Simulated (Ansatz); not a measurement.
## N, one cell by several methods

```
N
1.0
     5.64900    0.00000    0.00000
     0.00000    5.64900    0.00000
     0.00000    0.00000    5.64900
N
4
Direct
  0.03000 0.03000 0.03000
  0.47000 0.97000 0.53000
  0.53000 0.47000 0.97000
  0.97000 0.53000 0.47000
```

Atom numbers follow the list: N1, N2, N3, N4.

The geometry is COD entry 9012480, unchecked; take it as a test cell.

Levels of theory: DFT, PBEsol, PAW with Ansatz's default frozen-core files, scalar-relativistic (Ansatz 0.2.0); DFT, PBEsol, all-electron PAW with datasets made for the crystal, scalar-relativistic (Ansatz 0.2.0); DFT, PBEsol, all-electron LAPW, scalar-relativistic (Ansatz 0.2.0).

For PAW: a Γ-centred 4×4×4 k mesh, Fermi–Dirac smearing of 0.02 eV, cutoff 420 eV, no spin polarisation; the PAW files were made with PBE, and the program remakes their frozen cores for this functional. The crystal-made all-electron datasets (AE datasets) take a cutoff of 140 eV at this cell. LAPW targets a basis error of 1 meV/atom. The Ansatz runs share mesh, smearing and spin set-up. Plane-wave (PAW) pressures include the program's estimate of the Pulay term.

Stress and pressure are positive in compression.

Levels count from the Fermi level.

```csv
quantity,PAW,AE datasets,LAPW
pressure (GPa),-4.12,-4.10,-4.10
"force on N1, z (eV/Å)",0.228,0.227,0.227
highest filled level at X1 (eV),-0.164,-0.164,-0.164
lowest empty level at X1 (eV),0.020,0.020,0.020
highest filled level at M (eV),0.000,0.000,0.000
lowest empty level at M (eV),0.176,0.176,0.176
highest filled level at Γ (eV),-0.026,-0.026,-0.026
lowest empty level at Γ (eV),0.010,0.010,0.010
```

PAW's pressure differs from the LAPW value by -0.02 GPa. Datasets made for the crystal and LAPW share parts of one code, so their agreement isn't an independent check.
